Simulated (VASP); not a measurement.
Set up this calculation in VASP 6.6.1, as the native input.

```
Task                   : optical spectrum
Functional             : PBE
Potentials or basis    : VASP PAW PBE potentials, release 64 (Al, O)
Cutoff                 : 520 eV
k mesh                 : 11 × 11 × 3
Occupations            : gaussian, width 0.02 eV
Spin                   : no spin polarisation
Further INCAR settings : ALGO = Normal; EDIFF = 1e-06; NBANDS = 44
```

The structure of Al2O3 lies in POSCAR:

```
Al2O3
1.0
    2.8843249483      0.0000000000      0.0000000000
   -1.4421624742      2.4978986780      0.0000000000
    0.0000000000      0.0000000000      9.3367544600
Al O
2 3
Direct
    0.0000000000      0.0000000000      0.8500076700
    0.0000000000      0.0000000000      0.1499923300
    0.3333333333      0.6666666667      0.7776830800
    0.6666666667      0.3333333333      0.0000000000
    0.3333333333      0.6666666667      0.2223169200
```

Measurements of this composition are mostly on another form, of space group No. 167.

These files were run (other wordings do the same):

INCAR

```
  ALGO = Normal
  CSHIFT = 0.1
  EDIFF = 1E-6
  ENCUT = 520
  GGA = PE
  ISIF = 2
  ISMEAR = 0
  LASPH = T
  LCHARG = F
  LOPTICS = T
  LREAL = F
  LWAVE = F
  NBANDS = 44
  NEDOS = 2000
  NELM = 80
  PREC = Accurate
  SIGMA = 0.02
```

KPOINTS

```
k-points
0
Gamma
  11 11 3
```

Potentials or basis: VASP PAW PBE potentials, release 64 (Al, O).

Run with:

```bash
$ cat potpaw_PBE.64/Al/POTCAR potpaw_PBE.64/O/POTCAR > POTCAR
$ mpirun -np 1 vasp_std > vasp.out
```

It gave:

| Quantity | Value |
| --- | --- |
| Pressure | 0.1 GPa |
| Largest force | 0.013 eV/Å |
| Band gap on the k mesh | 4.77 eV, indirect (least direct gap 5.01 eV) |

Caveat: spectra need much finer meshes, so this one isn't converged; independent-particle spectra lack excitons; an odd mesh through Γ misses points on the zone boundary, where band edges often lie.

It took 58 s on 1 thread of AMD EPYC 9R45 (Zen 5), on a shared host, peak memory 0.23 GiB.
